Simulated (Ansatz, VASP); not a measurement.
## Fe: VASP beside Ansatz

INCAR

```
SYSTEM = Fe
ALGO = Normal ; EDIFF = 1E-6
ENCUT = 520 ; GGA = RP
ISIF = 2 ; ISMEAR = -1
LASPH = .TRUE. ; LCHARG = .FALSE.
LREAL = .FALSE. ; LWAVE = .FALSE.
NBANDS = 10 ; NELM = 60
PREC = Accurate ; SIGMA = 0.1
```

File KPOINTS:

```
k-points
0
G
  17 17 17
  0 0 0
```

The input POSCAR:

```
Fe
1.0
    0.0000000000      1.7607488052      1.7607488052
    1.7607488052      0.0000000000      1.7607488052
    1.7607488052      1.7607488052      0.0000000000
Fe
1
Direct
    0.0000000000      0.0000000000      0.0000000000
```

Input for Ansatz:

```yaml
crystal:
  lattice:
    - [0.0, 1.7607488052, 1.7607488052]
    - [1.7607488052, 0.0, 1.7607488052]
    - [1.7607488052, 1.7607488052, 0.0]
  atoms:
    - { symbol: Fe, position: [0.0, 0.0, 0.0] }
hamiltonian:
  xc: rpbe
  pseudopotentials:
    kind: paw
    azcp:
      Fe: "pseudopotentials/Fe.paw.azcp"
basis:
  ecutwfc: 420
  fft_grid_basis: typed
kpoints:
  mp_grid: { grid: [17, 17, 17], shift: [0, 0, 0] }
magnetization:
  spin_polarized: false
scf:
  occupations: { method: fermi_dirac, width: 0.1 }
  lower_state_search: "off"
output:
  stress: true
```

Alike in both runs: task single point; functional RPBE; k mesh 17 × 17 × 17; occupations fermi-dirac, width 0.1 eV; no spin polarisation.

|  | VASP | Ansatz |
| --- | --- | --- |
| version | VASP 6.6.1 | Ansatz 0.2.0 |
| potentials or method | VASP PAW PBE potentials, release 64 (Fe) | plane waves (420 eV) with PAW, scalar-relativistic |
| plane-wave cutoff (eV) | 520 | 420 |
| valence electrons in the cell | 8 | 16 |

|  | VASP | Ansatz | Ansatz less VASP |
| --- | --- | --- | --- |
| pressure (GPa) | -9.7 | -9.4 | +0.32 |

The two sets of potentials don't hold the same shells in valence.

Caveats: the PAW data sets were made with another functional, which shifts forces and pressure a little (VASP); the run has no spin polarisation, though such a crystal can be magnetic. Spin polarisation is off, so any magnetic state and its effect on volume and gap are missing.
